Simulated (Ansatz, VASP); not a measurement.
# NaH: VASP beside Ansatz

The input INCAR:

```
ALGO     = Normal         # electronic algorithm
EDIFF    = 1E-6           # SCF threshold, eV
ENCUT    = 520            # plane-wave cutoff, eV
GGA      = PE             # functional
ISIF     = 2              # what is computed and relaxed
ISMEAR   = -1             # smearing method
LASPH    = True           # aspherical terms in the spheres
LCHARG   = True           # write CHGCAR
LELF     = True           # ELF
LREAL    = False          # projectors in reciprocal space
LVHAR    = True         
LWAVE    = False          # write WAVECAR
NBANDS   = 11             # bands
NELM     = 100            # most SCF steps
PREC     = Accurate       # precision mode
SIGMA    = 0.02           # smearing width, eV
```

KPOINTS

```
k-points
0
Gamma
  10 10 10
```

Contents of POSCAR:

```
NaH
1.0
    0.0374011917      2.4349134789      2.4349134789
    2.4349134789      0.0374011917      2.4349134789
    2.4349134789      2.4349134789      0.0374011917
Na H
1 1
Direct
    0.0000000000      0.0000000000      0.0000000000
    0.5000000000      0.5000000000      0.5000000000
```

Input for Ansatz:

```yaml
crystal:
  lattice:
    - [0.0374011917, 2.4349134789, 2.4349134789]
    - [2.4349134789, 0.0374011917, 2.4349134789]
    - [2.4349134789, 2.4349134789, 0.0374011917]
  atoms:
    - { symbol: Na, position: [0.0, 0.0, 0.0] }
    - { symbol: H, position: [0.5, 0.5, 0.5] }
kpoints:
  mp_grid: { grid: [10, 10, 10] }
  band_path:
    path:
      - [0.0, 0.0, 0.0]
      - [0.5, 0.0, 0.5]
      - [0.625, 0.25, 0.625]
      - [0.375, 0.375, 0.75]
      - [0.5, 0.5, 0.5]
      - [0.5, 0.25, 0.75]
    npoints: 1
hamiltonian:
  xc: pbe
scf:
  occupations: { method: fermi_dirac, width: 0.02 }
  n_extra_bands: 4
output:
  forces: true
  stress: true
  eigenvalues: true
```

Change from the starting cell: shear_111 strain +2.3%.

Alike in both runs: task single point; functional PBE; k mesh 10 × 10 × 10; occupations fermi-dirac, width 0.02 eV; no spin polarisation.

|  | VASP | Ansatz |
| --- | --- | --- |
| version | VASP 6.6.1 | Ansatz 0.2.0 |
| potentials or method | VASP PAW PBE potentials, release 64 (Na_pv, H) | plane waves, PAW |
| plane-wave cutoff (eV) | 520 | 420 |
| valence electrons in the cell | 8 | 10 |

```csv
,VASP,Ansatz,Ansatz less VASP
gap on the k mesh at the Fermi level (eV),3.64,3.64,+0.002
pressure (GPa),0.0,0.0,+0.03
largest component of the traceless stress (GPa),0.36,0.36,-0.001
```

With one functional, cell and mesh, what is left measures potentials, basis and numerics. The two sets of potentials don't hold the same shells in valence.

A k mesh can miss the band edges.
